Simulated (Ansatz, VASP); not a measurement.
# Sb (dimer Sb chain) in two plane-wave programs

Wanted: the spread between two codes on one cell, functional and k mesh. The structure shown is the start of the Ansatz relaxation below; VASP solves that cell, so the two are compared at the walk's first step.

Method: plane waves, with VASP 6.6.1 beside it; single point at PBE, single point at LDA and single point at PBEsol, in Ansatz 0.2.0.

### Step 1. Starting point

The cell holds 2 atoms: 2 Sb. Cell: a = 7.500 Å, b = 7.500 Å, c = 5.282 Å, α = 90.0°, β = 90.0°, γ = 90.0°. Vacuum lies along a and b. The structure's axis is c.

### Step 2. Ansatz: relaxation, PBE

Ansatz runs on its default PAW (the set named soft_2) files.

The two programs are compared at the cell with which this relaxation starts, whose forces are those of its first step.

input.yaml reads:

```yaml
crystal:
  lattice:
    - [7.5, 0.0, 0.0]
    - [0.0, 7.5, 0.0]
    - [0.0, 0.0, 5.282]
  atoms:
    - { symbol: Sb, position: [0.5, 0.5, 0.0] }
    - { symbol: Sb, position: [0.5, 0.5, 0.45] }
kpoints:
  mp_grid: { grid: [1, 1, 16] }
scf:
  occupations: { method: fermi_dirac, width: 0.05 }
hamiltonian:
  xc: pbe
relax:
  cell: { fix: [a, b, alpha, beta, gamma] }
  max_steps: 60
```

Started as:

```console
ansatz run input.yaml --threads 4 --pin off --max-ram 8192MiB --backend cpu --events-out ev --progress --plain --runs-dir out
```

Numbers of over 12 decimals in the logs are rounded to 6 here.

Log:

```text
Engine: ansatz 0.2.0, aarch64-unknown-linux-gnu
Pseudopotentials: kind: paw
Pseudopotential: Sb, paw, valence charge 15, recommended cutoff 420 eV (normal), Sb.paw.azcp
Functional definition: PBE
  parameter kappa = 0.804
  parameter beta = 0.066725
  exchange = pbe_x(kappa = kappa, mu = beta*pi^2/3)
  correlation = pbe_c(beta = beta)
Crystal: 2 atoms, lattice volume = 297.113 Å³
Basis set: ecut = 420 eV, 5833 PW (Γ), exchange–correlation on 108×108×72 points (8 copies of the dense FFT grid, shifted against one another)
Bands: 19, of which v1, the nominal top of the filled ones, is band 15 counted from 1 (14 counted from 0)
Symmetry: 16 space group operations
Space group: P4/mmm (ITA 123), of the structure as read, at distance tolerance 6.7e-5 Å
k-points: 9 of 16
Non-local potential: Sb, projectors of the file, l = 0: 2, l = 1: 2, l = 2: 2, l = 3: 2
PAW form: soft (Blöchl's): semilocal exchange-correlation on the pseudo side does not see the compensation charge
PAW one-centre angular grid: Sb, 590 points (default); XC on 64 Gauss nodes
Initial density: superposition of atomic densities (neutral atoms: chi_scale 0, normalization atom), corrected by the library's trained network
Initial wavefunctions: pseudopotential atomic-orbital guess
Functional: x = pbe(κ = 0.804, μ = 0.219515), c = pbe(β = 0.066725)
SCF iter   1: F=—  HF=-12966.146979 eV  |F-HF|=—  |Δ(HF+E_count)|=         —  Δρ=2.70e-3  dr2=3.14e-2  ethr=1.77e-3  ⟨swp⟩=8.2  Hψ=973  notcnv=0
preconditioner: auto → LDOS  [insulator: Δε(μ)=0.269 eV  Ē_g=7.174 eV  σ=0.050 eV  W_gap=0.74  n_scr=30 (ndim 8)  ℏωp=6.8 eV  f_vac=0.652  D(μ)=2.22/eV (n_scr^D=4)  ε∞_Penn≈1.9  β→1.0]
SCF iter   2: F=—  HF=-12966.138616 eV  |F-HF|=—  |Δ(HF+E_count)|=   8.36e-3  Δρ=1.14e-3  dr2=5.25e-3  ethr=1.05e-4  ⟨swp⟩=4.0  Hψ=454  notcnv=0
SCF iter   3: F=—  HF=-12966.138161 eV  |F-HF|=—  |Δ(HF+E_count)|=   4.55e-4  Δρ=5.18e-4  dr2=1.29e-3  ethr=1.75e-5  ⟨swp⟩=2.2  Hψ=344  notcnv=0
SCF iter   4: F=—  HF=-12966.137900 eV  |F-HF|=—  |Δ(HF+E_count)|=   2.61e-4  Δρ=1.14e-4  dr2=5.15e-5  ethr=4.29e-6  ⟨swp⟩=2.0  Hψ=307  notcnv=0
SCF iter   5: F=—  HF=-12966.137889 eV  |F-HF|=—  |Δ(HF+E_count)|=   1.07e-5  Δρ=3.86e-5  dr2=4.74e-6  ethr=1.72e-7  ⟨swp⟩=3.0  Hψ=314  notcnv=0
SCF iter   6: F=—  HF=-12966.137892 eV  |F-HF|=—  |Δ(HF+E_count)|=   2.64e-6  Δρ=9.66e-6  dr2=4.22e-7  ethr=1.58e-8  ⟨swp⟩=2.0  Hψ=307  notcnv=0
SCF iter   7: F=-12966.137892 eV  HF=-12966.137892 eV  |F-HF|=1.20e-8  |Δ(HF+E_count)|=   2.11e-8  Δρ=1.90e-6  dr2=1.60e-8  ethr=3.33e-10  ⟨swp⟩=5.6  Hψ=672  notcnv=0
SCF 1 converged in 7 iterations: F = -12966.137892 eV  dr2 = 1.60e-8
  greatest PAW one-centre occupation: 0.996 electrons in one spin orbital (limit 2), on the Sb atom at site 1 (counted from 0), in its partial waves of l = 2
relax step   1: F+E_penalty+E_count = -12966.13789193 eV  Δ(F+E_penalty+E_count) = +0.000e0 eV  max|allowed force component| = 4.054e0 eV/Å  Δτ_max = 0.0000 Å  P = +1.922 GPa  Ω = 297.113 Å³  fix = [a, b, alpha, beta, gamma]  reactions: a +0.205, b +0.205 GPa  (7 SCF iters, dr2 threshold 1.00e-7 eV, accepted)
[...]
relax step   4: F+E_penalty+E_count = -12966.63628683 eV  Δ(F+E_penalty+E_count) = -2.253e-3 eV  max|allowed force component| = 8.153e-4 eV/Å  Δτ_max = 0.0144 Å  P = +0.239 GPa  Ω = 303.485 Å³  energy of the carried Pulay correction = -2.891e-4 eV  fix = [a, b, alpha, beta, gamma]  reactions: a +0.218, b +0.218 GPa  (5 SCF iters, dr2 threshold 2.00e-7 eV, accepted)
[...]
relax step   5: F+E_penalty+E_count = -12966.63719815 eV  Δ(F+E_penalty+E_count) = -9.113e-4 eV  max|allowed force component| = 1.580e-2 eV/Å  Δτ_max = 0.0012 Å  P = +0.149 GPa  Ω = 304.561 Å³  energy of the carried Pulay correction = -3.373e-4 eV  fix = [a, b, alpha, beta, gamma]  reactions: a +0.218, b +0.218 GPa  (5 SCF iters, dr2 threshold 1.99e-7 eV, accepted)
[...]
relax step   6: F+E_penalty+E_count = -12966.63721854 eV  Δ(F+E_penalty+E_count) = -2.039e-5 eV  max|allowed force component| = 3.007e-4 eV/Å  Δτ_max = 0.0012 Å  P = +0.145 GPa  Ω = 304.608 Å³  energy of the carried Pulay correction = -3.394e-4 eV  fix = [a, b, alpha, beta, gamma]  reactions: a +0.218, b +0.218 GPa  (5 SCF iters, dr2 threshold 1.56e-8 eV, accepted)
[...]
relax step   7: F+E_penalty+E_count = -12966.63752646 eV  Δ(F+E_penalty+E_count) = -3.079e-4 eV  max|allowed force component| = 3.008e-4 eV/Å  Δτ_max = 0.0000 Å  P = +0.144 GPa  Ω = 304.608 Å³  fix = [a, b, alpha, beta, gamma]  reactions: a +0.217, b +0.217 GPa  stress off target by 1.97e-3 GPa on what of the cell is left free  SCF on the basis re-selected at this cell (its energy is not comparable with the rows above)  (6 SCF iters)
basis re-selected at this cell: Δ(F+E_penalty+E_count) = -3.079e-4 eV, ΔP = -0.001 GPa vs the last step (what re-selecting the basis moved, of the pressure what is left beyond the Pulay correction that the steps carried, after the strain that the cell walked since its last selection, with what the two solves' SCF thresholds leave and, on support functions, any second-order correction that the steps lacked; it is no measure of the basis error at this ecutwfc). The dense FFT grid was sized anew with the basis: this SCF ran on 54×54×40 points, the steps before it on 54×54×36, so part of this shift can come from that change (see relax.cell in the input reference). [rest of the remark cut]
SCF converged after 6 iterations
Free energy (F): -12966.637526 eV
Harris-Foulkes:  -12966.637526 eV  (|F-HF|=3.64e-12)
Internal energy: -12966.622603 eV  (E = F + TS)
E sigma→0 (E₀):  -12966.630065 eV
Entropy (-TS):   -0.014923 eV (-7.462 meV/atom)
Fermi energy:    -1.974846 eV
--- Per-component energies (eV) ---
  E_band       = -677.315994
  E_kinetic    = 411.340730
  E_local      = -6768.161182  (includes V_loc(G=0)·N_el)
  E_nonlocal   = 723.902931
  E_hartree    = 3065.866927
  E_xc         = -273.970720
  E_vxc        = -188.332849  (∫ρ·V_xc dr)
  E_paw        = -9150.058567  (= ΣΔE_a)
  E_vpaw       = -987.799616  (= ΣTr[D̂ρ^β])
  E_aug_tail   = -0.000003  (compensation charges beyond the density's cutoff)
  E_ewald      = -975.542720
  E_smearing   = -0.014923  (= −TS)
  E_closure    = 0.000000  (closes the sum)
  Σ components = -12966.637526   (vs F -12966.637526, Δ=0.00e0)
--- Forces (eV/Å), atoms counted from 1 ---
  atom   1  Sb     0.00000000     0.00000000     0.00030084
  atom   2  Sb    -0.00000000     0.00000000    -0.00030084
  max |Σ_I F_I| component: 0.00e0 eV/Å
--- Stress (GPa, compression-positive) ---
        0.216912       0.000000       0.000000
        0.000000       0.216912       0.000000
        0.000000       0.000000      -0.001965
  P = ⅓ Tr σ = 0.1440 GPa (1.440 kbar)
--- Relaxed structure (6 steps of the walk, 6 accepted, 1 SCFs on fresh bases) ---
  F+E_penalty+E_count = -12966.63752646 eV   max|allowed force component| = 3.008e-4 eV/Å   (the final SCF, on the basis selected at the relaxed cell)
  cell:  # Å, volume = 304.6083 Å³
    - [7.5, 0.0, 0.0]
    - [0.0, 7.5, 0.0]
    - [0.0, 0.0, 5.415258]
  atoms:
    - { symbol: Sb, position: [0.5, 0.5, -0.025005] }
    - { symbol: Sb, position: [0.5, 0.5, 0.475005] }
```

### Step 3. VASP: single point, PBE, start cell

The same cell, functional, mesh and smearing now go to VASP, with its own data sets.

Lines of VASP's logs that name or quote its potential files are left out, and so is its time.

INCAR reads:

```
SYSTEM = Sb
PREC = Accurate
ENCUT = 400
EDIFF = 1E-06
NELM = 120
ISMEAR = -1
SIGMA = 0.05
LREAL = .FALSE.
ALGO = Normal
GGA = PE
NBANDS = 11
LORBIT = 11
LWAVE = .FALSE.
LCHARG = .FALSE.
ISIF = 2
LASPH = .TRUE.
GGA_COMPAT = .FALSE.
KPAR = 2
```

POSCAR reads:

```
Sb
1.0
    7.5000000000      0.0000000000      0.0000000000
    0.0000000000      7.5000000000      0.0000000000
    0.0000000000      0.0000000000      5.2820000000
Sb
2
Direct
    0.5000000000      0.5000000000      0.0000000000
    0.5000000000      0.5000000000      0.4500000000
```

KPOINTS reads:

```
Automatic mesh
0
Gamma
1 1 16
0 0 0
```

PAW data sets: Sb (PBE family, release 64).

Started as:

```console
mpirun -np 2 vasp_std
```

Log:

```text
[banner, memory and clock lines left out]
running    2 mpi-ranks, on    1 nodes
 distrk:  each k-point on    1 cores,    2 groups
 distr:  one band on    1 cores,    1 groups

 POSCAR found type information on POSCAR Sb
 POSCAR found :  1 types and       2 ions
 LDA part: xc-table for (Slater+PW92), standard interpolation
 POSCAR, INCAR and KPOINTS ok, starting setup
 FFT: planning ... GRIDC
 FFT: planning ... GRID_SOFT
 FFT: planning ... GRID
 WAVECAR not read
 entering main loop
       N       E                     dE             d eps       ncg     rms          rms(c)
DAV:   1     0.444691241187E+02    0.44469E+02   -0.24746E+03   198   0.473E+02
DAV:   2    -0.176936690963E+01   -0.46238E+02   -0.44782E+02   300   0.890E+01
DAV:   3    -0.548059091875E+01   -0.37112E+01   -0.36840E+01   242   0.285E+01
DAV:   4    -0.555992174316E+01   -0.79331E-01   -0.79239E-01   231   0.554E+00
DAV:   5    -0.556287330529E+01   -0.29516E-02   -0.29515E-02   288   0.123E+00    0.339E+00
DAV:   6    -0.544876045804E+01    0.11411E+00   -0.13609E-01   234   0.165E+00    0.188E+00
DAV:   7    -0.542259217705E+01    0.26168E-01   -0.83258E-02   231   0.127E+00    0.498E-01
DAV:   8    -0.542117548986E+01    0.14167E-02   -0.67940E-03   231   0.474E-01    0.109E-01
DAV:   9    -0.542121078969E+01   -0.35300E-04   -0.57961E-04   216   0.146E-01    0.452E-02
DAV:  10    -0.542161684755E+01   -0.40606E-03   -0.31087E-04   210   0.103E-01    0.615E-02
DAV:  11    -0.542176477259E+01   -0.14793E-03   -0.22596E-05   230   0.333E-02    0.193E-02
DAV:  12    -0.542193007039E+01   -0.16530E-03   -0.83613E-05   204   0.462E-02    0.780E-03
DAV:  13    -0.542198752986E+01   -0.57459E-04   -0.12315E-05   216   0.201E-02    0.790E-03
DAV:  14    -0.542200155055E+01   -0.14021E-04   -0.71132E-06   212   0.119E-02    0.178E-03
DAV:  15    -0.542200168342E+01   -0.13286E-06   -0.25078E-07   251   0.259E-03
   1 F= -.54220017E+01 E0= -.54121089E+01  d E =-.197856E-01
```

From OUTCAR (step 3):

```text
ion  position               nearest neighbor table
   1  0.500  0.500  0.000-   2 2.38   2 2.91
   2  0.500  0.500  0.450-   1 2.38   1 2.91

  LATTYP: Found a simple tetragonal cell.
 ALAT       =     7.5000000000
 C/A-ratio  =     0.7042666667

 Subroutine GETGRP returns: Found 16 space group operations
 (whereof  8 operations were pure point group operations)

The static configuration has the point symmetry C_4v.
 The point group associated with its full space group is D_4h.

 Found      9 irreducible k-points:

   k-points           NKPTS =      9   k-points in BZ     NKDIM =      9   number of bands    NBANDS=     11

   dimension x,y,z NGX =    50 NGY =   50 NGZ =   36
   dimension x,y,z NGXF=   100 NGYF=  100 NGZF=   72

   ENCUT  =  400.0 eV  29.40 Ry    5.42 a.u.  12.23 12.23  8.61*2*pi/ulx,y,z

   NELECT =      10.0000    total number of electrons

 k-points in reciprocal lattice and weights: Automatic mesh
   0.00000000  0.00000000  0.00000000       0.062
   0.00000000  0.00000000  0.06250000       0.125
   0.00000000  0.00000000  0.12500000       0.125
   0.00000000  0.00000000  0.18750000       0.125
   0.00000000  0.00000000  0.25000000       0.125
   0.00000000  0.00000000  0.31250000       0.125
   0.00000000  0.00000000  0.37500000       0.125
   0.00000000  0.00000000  0.43750000       0.125
   0.00000000  0.00000000  0.50000000       0.062

 average (electrostatic) potential at core
       1 -94.8900       2 -94.8900

 E-fermi :  -2.0858

 k-point     1 :       0.0000    0.0000    0.0000
  band No.  band energies     occupation
      1     -13.3506      2.00000
      2      -7.5805      2.00000
      3      -6.5702      2.00000
      4      -4.3717      2.00000
      5      -4.3717      2.00000
      6      -0.0406      0.00000
      7      -0.0406      0.00000
      8       0.7859      0.00000
      9       2.1740      0.00000
     10       3.3560      0.00000
    ...

 k-point     2 :       0.0000    0.0000    0.0625
  band No.  band energies     occupation
      1     -13.3336      2.00000
      2      -7.9365      2.00000
      3      -6.1616      2.00000
      4      -4.3502      2.00000
      5      -4.3502      2.00000
      6      -0.1378      0.00000
      7      -0.1378      0.00000
      8       0.8062      0.00000
      9       2.1944      0.00000
     10       3.3757      0.00000
    ...

 k-point     3 :       0.0000    0.0000    0.1250
  band No.  band energies     occupation
      1     -13.2834      2.00000
      2      -8.5115      2.00000
      3      -5.4288      2.00000
      4      -4.2864      2.00000
      5      -4.2864      2.00000
      6      -0.3953      0.00000
      7      -0.3953      0.00000
      8       0.8671      0.00000
      9       2.2557      0.00000
     10       3.4345      0.00000
    ...

  Total        0.3788887      0.3788887     10.1268123      0.0000000      0.0000000      0.0000000
  in kB        2.0431551      2.0431551     54.6087732      0.0000000      0.0000000      0.0000000
  external PRESSURE =      19.5650278 kB  Pullay stress =       0.0000000 kB

  energy-cutoff  :      400.00
  volume of cell :      297.11
      direct lattice vectors                 reciprocal lattice vectors
     7.500000000  0.000000000  0.000000000     0.133333333  0.000000000  0.000000000
     0.000000000  7.500000000  0.000000000     0.000000000  0.133333333  0.000000000
     0.000000000  0.000000000  5.282000000     0.000000000  0.000000000  0.189322226

 POSITION                                       TOTAL-FORCE (eV/Angst)
 -----------------------------------------------------------------------------------
      3.75000      3.75000      0.00000         0.000000     -0.000000     -4.140137
      3.75000      3.75000      2.37690         0.000000      0.000000      4.140137
 -----------------------------------------------------------------------------------
    total drift:                                0.000000     -0.000000     -0.000008

  FREE ENERGIE OF THE ION-ELECTRON SYSTEM (eV)
  ---------------------------------------------------
  free  energy   TOTEN  =        -5.4220016834 eV

  energy  without entropy=       -5.4022161227  energy(sigma->0) =       -5.41210890

 total charge
# of ion       s       p       d       tot
------------------------------------------
    1        1.218   1.228   0.035   2.480
    2        1.218   1.228   0.035   2.480
--------------------------------------------------
tot          2.435   2.456   0.069   4.961

[... 3 further parts left out ...]
```

### Step 4. Comparison

Known differences besides the potentials themselves: the data sets hold 30 valence electrons in Ansatz (on its default PAW (the set named soft_2) files) and 10 in VASP; the cutoff is 420 eV in Ansatz and 400 eV in VASP. Total energies have different zeros and are not compared.

Forces (eV/Å; atoms numbered as in POSCAR):

```tsv
atom	Ansatz x, y, z	VASP x, y, z
Sb1	0.000, 0.000, -4.054	0.000, 0.000, -4.140
Sb2	0.000, 0.000, 4.054	0.000, 0.000, 4.140
```

The forces differ by 50 meV/Å r.m.s., which is 2.1 % of the r.m.s. force of 2.390 eV/Å (both taken over all components).

### Step 5. Ansatz: relaxation, LDA

The two programs are compared at the cell with which this relaxation starts, whose forces are those of its first step.

The structure compared here is the start of the Ansatz relaxation; VASP solves that cell, so the two are compared at the walk's first step.

input.yaml, the sections that differ from step 2:

```yaml
crystal:
  lattice:
    - [7.5, 0.0, 0.0]
    - [0.0, 7.5, 0.0]
    - [0.0, 0.0, 5.282]
  atoms:
    - { symbol: Sb, position: [0.5, 0.5, 0.0], spin: 0.3 }
    - { symbol: Sb, position: [0.5, 0.5, 0.45], spin: 0.3 }
magnetization:
  spin_polarized: true
hamiltonian:
  xc: lda
# kpoints, scf, relax: as in step 2
```

Started as:

```console
ansatz run input.yaml --threads 4 --pin off --max-ram 8192MiB --backend cpu --events-out ev --progress --plain --runs-dir out
```

Log:

```text
[...]
Crystal: 2 atoms, lattice volume = 297.113 Å³
Basis set: ecut = 420 eV, 5833 PW (Γ)
Bands: 20, of which v1, the nominal top of the filled ones, is band 15 counted from 1 (14 counted from 0)
Symmetry: 16 space group operations
[...]
k-points: 9 of 16
[...]
Starting moments: Σ|m| = 0.6 μB on 2 of 2 sites
[...]
0.000000       0.208001       0.000000
        0.000000       0.000000      -0.005957
  P = ⅓ Tr σ = 0.1367 GPa (1.367 kbar)
--- Relaxed structure (5 steps of the walk, 5 accepted, 1 SCFs on fresh bases) ---
[...]
cell:  # Å, volume = 299.4943 Å³
    - [7.5, 0.0, 0.0]
    - [0.0, 7.5, 0.0]
    - [0.0, 0.0, 5.324342]
  atoms:
    - { symbol: Sb, position: [0.5, 0.5, -0.025016] }
    - { symbol: Sb, position: [0.5, 0.5, 0.475016] }
[key lines of the parts left out:]
SCF converged after 5 iterations
Magnetization: 0.0000 μB (15.0000 up, 15.0000 down)
Free energy (F): -12668.684431 eV
Fermi energy:    -2.152652 eV
```

### Step 6. VASP: single point, LDA, start cell

The same cell, functional (in two slightly different forms), mesh and smearing now go to VASP, with its own data sets.

Changes to INCAR since step 3:

```diff
@@ -4,3 +4,3 @@
 EDIFF = 1E-06
-NELM = 120
+NELM = 200
 ISMEAR = -1
@@ -9,4 +9,6 @@
 ALGO = Normal
-GGA = PE
-NBANDS = 11
+GGA = CA
+NBANDS = 12
+ISPIN = 2
+MAGMOM = 0 0
 LORBIT = 11
```

POSCAR is that of step 3.

KPOINTS is that of step 3.

PAW data sets: Sb (LDA family, release 64).

Started as:

```console
mpirun -np 2 vasp_std
```

Log:

```text
[banner, memory and clock lines left out]
running    2 mpi-ranks, on    1 nodes
[...]
LDA part: xc-table for (Slater(with rela. corr.)+CA(PZ))
 , standard interpolation
 POSCAR, INCAR and KPOINTS ok, starting setup
[...]
entering main loop
       N       E                     dE             d eps       ncg     rms          rms(c)
DAV:   1     0.435511378822E+02    0.43551E+02   -0.23714E+03   432   0.425E+02
DAV:   2    -0.200994578514E+01   -0.45561E+02   -0.44155E+02   616   0.839E+01
DAV:   3    -0.628378910131E+01   -0.42738E+01   -0.42382E+01   572   0.288E+01
DAV:   4    -0.639131083177E+01   -0.10752E+00   -0.10692E+00   504   0.568E+00
[...]
DAV:  14    -0.623798111663E+01   -0.47200E-04   -0.45177E-06   480   0.912E-03    0.280E-03
DAV:  15    -0.623798865446E+01   -0.75378E-05   -0.97999E-07   512   0.402E-03    0.204E-03
DAV:  16    -0.623798928747E+01   -0.63300E-06   -0.43734E-08   488   0.103E-03
   1 F= -.62379893E+01 E0= -.62273639E+01  d E =-.212509E-01  mag=     0.0000
```

Parts of OUTCAR (step 6):

```text
  Total        0.3627338      0.3627338      7.6406007      0.0000000      0.0000000      0.0000000
  in kB        1.9560397      1.9560397     41.2018925      0.0000000      0.0000000      0.0000000
  external PRESSURE =      15.0379906 kB  Pullay stress =       0.0000000 kB

 POSITION                                       TOTAL-FORCE (eV/Angst)
 -----------------------------------------------------------------------------------
      3.75000      3.75000      0.00000         0.000000      0.000000     -3.796011
      3.75000      3.75000      2.37690         0.000000      0.000000      3.796011
 -----------------------------------------------------------------------------------
    total drift:                                0.000000     -0.000000     -0.000007

  FREE ENERGIE OF THE ION-ELECTRON SYSTEM (eV)
  ---------------------------------------------------
  free  energy   TOTEN  =        -6.2379892875 eV

  energy  without entropy=       -6.2167384174  energy(sigma->0) =       -6.22736385

 magnetization (x)
# of ion       s       p       d       tot
------------------------------------------
    1       -0.000  -0.000   0.000  -0.000
    2       -0.000  -0.000   0.000  -0.000
--------------------------------------------------
tot         -0.000  -0.000   0.000  -0.000

[... 1 part as in an earlier step ...]

[... 2 further parts left out ...]
[key lines of the parts left out:]
E-fermi :  -2.2885
```

### Step 7. Side by side

What differs besides the data sets and the points named for the pairs above, as far as they apply: the two LDA forms differ slightly; the data sets hold 30 valence electrons in Ansatz (on its default PAW (the set named soft_2) files) and 10 in VASP; VASP's log shows a relativistic correction to its local exchange, Ansatz's none. Total energies have different zeros and are not compared.

Forces (eV/Å; atoms numbered as in POSCAR):

```tsv
atom	Ansatz x, y, z	VASP x, y, z
Sb1	0.000, 0.000, -3.630	0.000, 0.000, -3.796
Sb2	0.000, 0.000, 3.630	0.000, 0.000, 3.796
```

The forces differ by 96 meV/Å r.m.s., which is 4.4 % of the r.m.s. force of 2.192 eV/Å (both taken over all components). Moments aren't recorded for both runs of this pair, so they may hold unlike magnetic states.

[end of part 1 of 2]

[Lines on the potential files, build, host, timing and source positions are cut from VASP's logs without a mark.]

[Logs are printed without paths, hosts, clocks, repeated set-up lines and the standing remarks that a program may print on its own settings, such as how far it seeks lower states.]

[Hosts, paths, dates, database ids (printed as entryN), source tags and the programs' standing remarks are cut or masked in the printed files.]
